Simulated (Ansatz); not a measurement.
# Sn (Immm) in Ansatz: relaxation of cell and atoms with HF

Aim: the relaxation of cell and atoms of Sn with HF.

Program: Ansatz 0.2.0. These are calculated values, not measurements. Logs are shortened: lines on timing, memory, paths and dates and some standing lists are left out, and cuts for length are marked.

### Step 1. The structure

Symmetry: Immm, No. 71, orthorhombic system. The conventional cell has a = 3.453 Å, b = 3.551 Å, c = 4.677 Å, α = 90.00°, β = 90.00°, γ = 90.00°. Sn (site symmetry mmm) has 12 Sn at 3.41 to 3.55 Å as nearest neighbours.

This isn't the form of Sn at room conditions, which is tetragonal (white tin).

### Step 2. Relaxation of cell and atoms, HF

The input, input:

```
crystal:
  lattice:
    - [-1.726539, 1.775547, 2.338342]
    - [1.726539, -1.775547, 2.338342]
    - [1.726539, 1.775547, -2.338342]
  atoms:
    - { symbol: Sn, position: [0.0, 0.0, 0.0] }
hamiltonian:
  xc: hf
  pseudopotentials: { kind: paw }
kpoints:
  mp_grid: { grid: [6, 6, 6] }
scf:
  occupations: { method: fermi_dirac, width: 0.05 }
output:
  forces: true
  stress: true
  eigenvalues: true
relax:
  f_tol: 0.01
  max_steps: 40
  cell: { stress_tol: 0.05 }
```

Potentials or basis: Ansatz PAW.

The program printed:

```text
GPUs: using 1 of 1 available (devices: 1).
Engine: ansatz 0.2.0, x86_64-unknown-linux-gnu
Pseudopotentials: kind: paw
Pseudopotential: Sn, paw, valence charge 14, recommended cutoff 420 eV (normal), Sn.paw.azcp
Functional definition: HF
  exchange = exact_x
  correlation = 0
device memory: the entry about to start is reckoned to put 0.7 GiB on a device that reports 77.8 GiB free (of which the cap on the GPU budget leaves the run 18.0 GiB)
GPU FFT provider: cuFFT
GPU libraries: cuBLAS 13.8.2, cuFFT 12.4.0, cuSOLVER 12.3.4
Crystal: 1 atoms, lattice volume = 28.673 Å³
Basis set: ecut = 420 eV, 547 PW (Γ)
Bands: 11, of which v1, the nominal top of the filled ones, is band 7 counted from 1 (6 counted from 0)
Symmetry: 8 space group operations
Space group: Immm (ITA 71), of the structure as read, at distance tolerance 3.1e-5 Å
k-points: 46 of 216
Non-local potential: Sn, projectors of the file, l = 0: 2, l = 1: 2, l = 2: 2, l = 3: 2
PAW form: soft (Blöchl's): semilocal exchange-correlation on the pseudo side does not see the compensation charge
PAW frozen core: Sn, regenerated for the run's functional, and the local potential with it (the file was generated under x = pbe(κ = 0.804, μ = 0.2195149727645171), c = pbe(β = 0.06672455060314922))
PAW one-centre angular grid: Sn, 590 points (default); XC on 64 Gauss nodes
Initial density: superposition of atomic densities (neutral atoms: chi_scale 0, normalization atom), corrected by the library's trained network
Initial wavefunctions: pseudopotential atomic-orbital guess
GPU buffer pool allocated for 13824 grid points (all kernels)
GPU transforms: local potential and band sums: pruned to the plane-wave sphere, on 24×24×24
Functional: x = pbe(κ = 0.804, μ = 0.2195149727645171), c = none, warm-up for x = 0 pbe(κ = 0.804, μ = 0.2195149727645171) + 1 exact, c = none
SCF iter   1: F=—  HF=-5950.596665 eV  |F-HF|=—  |Δ(HF+E_count)|=         —  Δρ=7.28e-3  dr2=9.07e-3  ethr=1.77e-3  ⟨swp⟩=10.0  Hψ=2422  notcnv=1
preconditioner: auto → none  [metal: Δε(μ)=0.067 eV  Ē_g=22.808 eV  σ=0.050 eV  W_gap=0.30  n_scr=8 (ndim 8)  ℏωp=25.9 eV  f_vac=0.000  D(μ)=1.38/eV (n_scr^D=14)  sad-step TF]
SCF iter   2: F=—  HF=-5950.596341 eV  |F-HF|=—  |Δ(HF+E_count)|=   3.24e-4  Δρ=3.94e-3  dr2=3.47e-3  ethr=6.48e-5  ⟨swp⟩=3.8  Hψ=1136  notcnv=0  defer=25
iter 3 solved again at ethr=1.45e-6 eV; its pass at ethr=2.48e-5 eV (dr2=2.03e-4 eV) is discarded
SCF iter   3: F=—  HF=-5950.597162 eV  |F-HF|=—  |Δ(HF+E_count)|=   8.21e-4  Δρ=1.01e-3  dr2=1.97e-4  ethr=1.45e-6  ⟨swp⟩=3.3  Hψ=2149  notcnv=0  defer=5
SCF iter   4: F=—  HF=-5950.597162 eV  |F-HF|=—  |Δ(HF+E_count)|=   5.45e-7  Δρ=1.61e-4  dr2=5.52e-6  ethr=1.41e-6  ⟨swp⟩=3.5  Hψ=1203  notcnv=0  defer=3
SCF iter   5: F=—  HF=-5950.597172 eV  |F-HF|=—  |Δ(HF+E_count)|=   9.96e-6  Δρ=1.47e-5  dr2=3.35e-8  ethr=3.94e-8  ⟨swp⟩=4.1  Hψ=1058  notcnv=0  defer=2
SCF iter   6: F=—  HF=-5950.597172 eV  |F-HF|=—  |Δ(HF+E_count)|=   1.49e-7  Δρ=2.55e-6  dr2=8.90e-10  ethr=2.39e-10  ⟨swp⟩=5.0  Hψ=1631  notcnv=0  defer=1
SCF iter   7: F=—  HF=-5950.597172 eV  |F-HF|=—  |Δ(HF+E_count)|=   2.62e-9  Δρ=7.44e-7  dr2=7.06e-11  ethr=6.36e-12  ⟨swp⟩=4.0  Hψ=1280  notcnv=0  defer=1
SCF iter   8: F=-5950.597172 eV  HF=-5950.597172 eV  |F-HF|=4.55e-12  |Δ(HF+E_count)|=  3.55e-11  Δρ=2.14e-7  dr2=4.77e-12  ethr=1.00e-12  ⟨swp⟩=2.1  Hψ=844  notcnv=0
SCF 1 converged in 8 iterations: F = -5950.597172 eV  dr2 = 4.77e-12
device memory: the entry about to start is reckoned to put 1.3 GiB on a device that reports 77.8 GiB free (of which the cap on the GPU budget leaves the run 18.0 GiB)
GPU FFT provider: cuFFT
GPU libraries: cuBLAS 13.8.2, cuFFT 12.4.0, cuSOLVER 12.3.4
Initial density: handed on by an earlier stage of this run
Initial wavefunctions: those handed on with the density
GPU buffer pool allocated for 13824 grid points (all kernels)
GPU transforms: local potential and band sums: pruned to the plane-wave sphere, on 24×24×24
Functional: x = 0 pbe(κ = 0.804, μ = 0.2195149727645171) + 1 exact, c = none
[... 558 lines left out ...]
SCF 35 stopped early in 2 iterations: F = -5963.695042 eV  dr2 = 1.35e-9
hybrid outer 2: dexx = +1.137e-8 eV, tail = 4.31e-9 eV, Δε = 4.87e-4 eV (about 1.05e-4 eV left of the loop's levels)
GPU FFT provider: cuFFT
GPU libraries: cuBLAS 13.8.2, cuFFT 12.4.0, cuSOLVER 12.3.4
GPU buffer pool allocated for 13824 grid points (all kernels)
GPU transforms: local potential and band sums: pruned to the plane-wave sphere, on 24×24×24
Exchange kernel: α = 1.0000, full range, Wigner–Seitz truncation, v(0) = 12312.5164 eV·Å³, q-mesh 6×6×6, nearest image of the exchange supercell L = 20.86 Å, pair-density grid 15×15×15, without the augmentation charges, whose exchange is taken in its separable form by FFT convolution over the k-point mesh (sized by the pseudopotential files, 20×20×20 at the most), smooth part of the exact exchange by density-matrix convolution in up to 2.04 GiB of GPU memory as planned if the GPU has room (build and FFT work areas not counted)
Frozen-core exchange: fock
SCF iter   1: F=—  HF=-5963.695042 eV  |F-HF|=—  |Δ(HF+E_count)|=         —  Δρ=5.40e-7  dr2=1.40e-10  ethr=1.54e-10  ⟨swp⟩=8.5  Hψ=1797  notcnv=0
preconditioner: auto → none  [insulator: Δε(μ)=0.691 eV  Ē_g=14.262 eV  σ=0.050 eV  W_gap=0.62  n_scr=8 (ndim 8)  ℏωp=10.6 eV  f_vac=0.000  D(μ)=0.35/eV (n_scr^D=0)]
SCF iter   2: F=—  HF=-5963.695042 eV  |F-HF|=—  |Δ(HF+E_count)|=  1.82e-12  Δρ=1.94e-7  dr2=8.94e-11  ethr=1.00e-12  ⟨swp⟩=3.6  Hψ=1109  notcnv=0
SCF iter   3: F=—  HF=-5963.695042 eV  |F-HF|=—  |Δ(HF+E_count)|=  6.37e-12  Δρ=5.51e-8  dr2=8.47e-11  ethr=1.00e-12  ⟨swp⟩=2.0  Hψ=826  notcnv=0
SCF iter   4: F=—  HF=-5963.695042 eV  |F-HF|=—  |Δ(HF+E_count)|=    0.00e0  Δρ=2.12e-8  dr2=8.41e-11  ethr=1.00e-12  ⟨swp⟩=2.0  Hψ=826  notcnv=0
SCF iter   5: F=-5963.695042 eV  HF=-5963.695042 eV  |F-HF|=4.55e-12  |Δ(HF+E_count)|=  3.67e-10  Δρ=1.24e-7  dr2=1.42e-11  ethr=1.00e-12  ⟨swp⟩=4.6  Hψ=1247  notcnv=0
SCF 36 stopped early in 5 iterations: F = -5963.695042 eV  dr2 = 1.42e-11
hybrid outer 3: dexx = +4.663e-10 eV, tail = 4.65e-11 eV, Δε = 4.28e-5 eV (about 5.63e-6 eV left of the loop's levels)
GPU FFT provider: cuFFT
GPU libraries: cuBLAS 13.8.2, cuFFT 12.4.0, cuSOLVER 12.3.4
GPU buffer pool allocated for 13824 grid points (all kernels)
GPU transforms: local potential and band sums: pruned to the plane-wave sphere, on 24×24×24
Exchange kernel: α = 1.0000, full range, Wigner–Seitz truncation, v(0) = 12312.5164 eV·Å³, q-mesh 6×6×6, nearest image of the exchange supercell L = 20.86 Å, pair-density grid 15×15×15, without the augmentation charges, whose exchange is taken in its separable form by FFT convolution over the k-point mesh (sized by the pseudopotential files, 20×20×20 at the most), smooth part of the exact exchange by density-matrix convolution in up to 2.04 GiB of GPU memory as planned if the GPU has room (build and FFT work areas not counted)
Frozen-core exchange: fock
SCF iter   1: F=—  HF=-5963.695042 eV  |F-HF|=—  |Δ(HF+E_count)|=         —  Δρ=7.54e-8  dr2=2.92e-12  ethr=1.66e-12  ⟨swp⟩=9.2  Hψ=1839  notcnv=0
SCF iter   2: F=-5963.695042 eV  HF=-5963.695042 eV  |F-HF|=9.09e-13  |Δ(HF+E_count)|=  9.09e-13  Δρ=3.33e-8  dr2=1.37e-12  ethr=1.00e-12  ⟨swp⟩=2.0  Hψ=826  notcnv=0
SCF 37 converged in 2 iterations: F = -5963.695042 eV  dr2 = 1.37e-12
  Residual-converged pass: ⟨swp⟩=3.9  Hψ=1236  notcnv=0  max |occ|·‖R‖ = 1.0e-8 eV (tolerance 1.0e-8 eV)  dr2=1.36e-12  dr2_onsite=3.26e-14  max |Δocc| = 3.5e-19
hybrid outer 4: dexx = +2.728e-12 eV, tail = 2.89e-12 eV, Δε = 3.67e-6 eV (about 1.67e-6 eV left of the loop's levels)
relax step   7: F+E_penalty+E_count = -5963.69504216 eV  Δ(F+E_penalty+E_count) = -9.058e-4 eV  max|allowed force component| = 0.000e0 eV/Å  Δτ_max = 0.0000 Å  P = -0.009 GPa  Ω = 30.998 Å³  stress off target by 1.69e-2 GPa  SCF on the basis re-selected at this cell (its energy is not comparable with the rows above)  (20 SCF iters)
basis re-selected at this cell: Δ(F+E_penalty+E_count) = -9.058e-4 eV, ΔP = -0.008 GPa vs the last step (what re-selecting the basis moved, of the pressure what is left beyond the Pulay correction that the steps carried, after the strain that the cell walked since its last selection, with what the two solves' SCF thresholds leave and, on support functions, any second-order correction that the steps lacked; it is no measure of the basis error at this ecutwfc). This SCF's stress stands 1.69e-2 GPa from its target on what of the cell is left free (relax.cell.stress_tol is 5.00e-2 GPa) and its largest allowed force component is 0.00e0 eV/Å (relax.f_tol is 1.00e-2 eV/Å): within both
hybrid SCF converged: 4 outer / 20 inner (+0 warm-up), last move |dexx| = 2.73e-12 eV, tail = 2.89e-12 eV
Stability not checked: this state was not tested for a lower state beside it, because the functional holds exact exchange (a hybrid, or Hartree-Fock), whose exchange loop this test does not read (fock_operator; see scf.lower_state_search)
Free energy (F): -5963.695042 eV
Frozen-core exchange: fock
Harris-Foulkes:  -5963.695042 eV  (|F-HF|=9.09e-13)
Internal energy: -5963.692592 eV  (E = F + TS)
E sigma→0 (E₀):  -5963.693817 eV
Entropy (-TS):   -0.002450 eV (-2.450 meV/atom)
Fermi energy:    10.632064 eV
--- Per-component energies (eV) ---
  E_band       = -210.411174
  E_kinetic    = 182.965034
  E_local      = -908.814956  (includes V_loc(G=0)·N_el)
  E_nonlocal   = -38.947761
  E_hartree    = 554.583827
  E_xc         = 0.000000
  E_vxc        = 0.000000  (∫ρ·V_xc dr)
  E_exx        = -166.728481  (= α·E_x^exact, valence–valence)
  E_paw        = -4291.053416  (= ΣΔE_a)
  E_vpaw       = -221.324171  (= ΣTr[D̂ρ^β])
  E_aug_tail   = -0.000001  (compensation charges beyond the density's cutoff)
  E_ewald      = -1296.909262
  E_core_change = 1.212424  (= ΣΔE_core)
  E_smearing   = -0.002450  (= −TS)
  E_closure    = 0.000000  (closes the sum)
  Σ components = -5963.695042   (vs F -5963.695042, Δ=0.00e0)
--- Forces (eV/Å), atoms counted from 1 ---
  atom   1  Sn     0.00000000     0.00000000    -0.00000000
  max |Σ_I F_I| component: 3.23e-27 eV/Å
--- Stress (GPa, compression-positive) ---
       -0.012007       0.000000       0.000000
        0.000000       0.001754       0.000000
        0.000000       0.000000      -0.016941
  P = ⅓ Tr σ = -0.0091 GPa (-0.091 kbar)
--- Band table (eV; the first three rows and the last of 46) ---
  k-point 0: bands = ["-22.1249", "-22.0982", "-22.0726", "-22.0602", "-22.0012", "-6.8925", "21.0154", "21.2926", "22.4988", "24.9631", "25.6016"]
  k-point 1: bands = ["-22.1289", "-22.0716", "-22.0687", "-22.0500", "-22.0016", "-5.9224", "18.4115", "18.7893", "19.5633", "22.5033", "23.6032"]
  k-point 2: bands = ["-22.1588", "-22.0988", "-22.0097", "-21.9934", "-21.9874", "-3.0324", "11.2977", "16.0428", "16.9598", "20.3445", "20.3997"]
  k-point 45: bands = ["-22.1637", "-22.1152", "-21.9789", "-21.9633", "-21.9569", "3.2827", "4.9044", "12.3728", "14.7803", "17.0070", "18.8927"]
--- Relaxed structure (6 steps of the walk, 6 accepted, 1 SCFs on fresh bases) ---
  F+E_penalty+E_count = -5963.69504216 eV   max|allowed force component| = 0.000e0 eV/Å   (the final SCF, on the basis selected at the relaxed cell)
  cell:  # Å, volume = 30.9979 Å³
    - [-1.7626087670814146, 1.8925370107000536, 2.3231222937020712]
    - [1.7626087670814146, -1.8925370107000536, 2.3231222937020712]
    - [1.7626087670814146, 1.8925370107000536, -2.3231222937020712]
  atoms:
    - { symbol: Sn, position: [0.0, 0.0, 0.0] }
```

Run time: 84 s. Hardware: 1 × NVIDIA H100 80GB HBM3 with 2 threads of AMD EPYC 7R13 (Zen 3), shared host; peak memory 2 GiB.

What came out:

```yaml
Free_energy: -5963.6950 eV
Relaxed_volume: 31.00 Å³/atom
Relaxed_cell: a = 3.476 Å, b = 3.476 Å, c = 3.476 Å, α = 119.07°, β = 114.03°, γ = 96.14°
Space_group_after_relaxing_to_0.05_Å: Immm (No. 71)
Energy_gained_by_relaxing: 51.8 meV/atom
Ionic_steps: 7
Pressure_after_relaxing: 0.0 GPa
Band_gap_on_the_k_mesh: none (metal or under the smearing width)
```

Step by step:
| step | energy change (eV) | largest force (eV/Å) | volume (Å³) |
| --- | --- | --- | --- |
| 1 | 0.0000 | 0.0000 | 28.67 |
| 2 | -0.0482 | 0.0000 | 30.70 |
| 3 | -0.0504 | 0.0000 | 31.02 |
| 4 | -0.0507 | 0.0000 | 31.11 |
| 5 | -0.0508 | 0.0000 | 31.10 |
| 6 | -0.0509 | 0.0000 | 31.00 |
| 7 | -0.0518 | 0.0000 | 31.00 |

Final structure:
```cif
data_structure
_symmetry_space_group_name_H-M 'P 1'
_symmetry_Int_Tables_number 1
_cell_length_a 3.4764
_cell_length_b 3.4764
_cell_length_c 3.4764
_cell_angle_alpha 119.069
_cell_angle_beta 114.033
_cell_angle_gamma 96.135
_cell_volume 31.00
loop_
_atom_site_label
_atom_site_type_symbol
_atom_site_fract_x
_atom_site_fract_y
_atom_site_fract_z
_atom_site_occupancy
Sn1 Sn 0.00000 0.00000 0.00000 1
```

Caveat: the k mesh is coarse (spacing up to 0.42 Å⁻¹), so the values aren't converged, least of all with exact exchange; the plane-wave basis is chosen anew once the cell has moved, so the energies of steps on either side of that aren't comparable; the PAW data sets come from PBE, with cores solved anew for the run's functional, which leaves a small shift of forces and pressure.
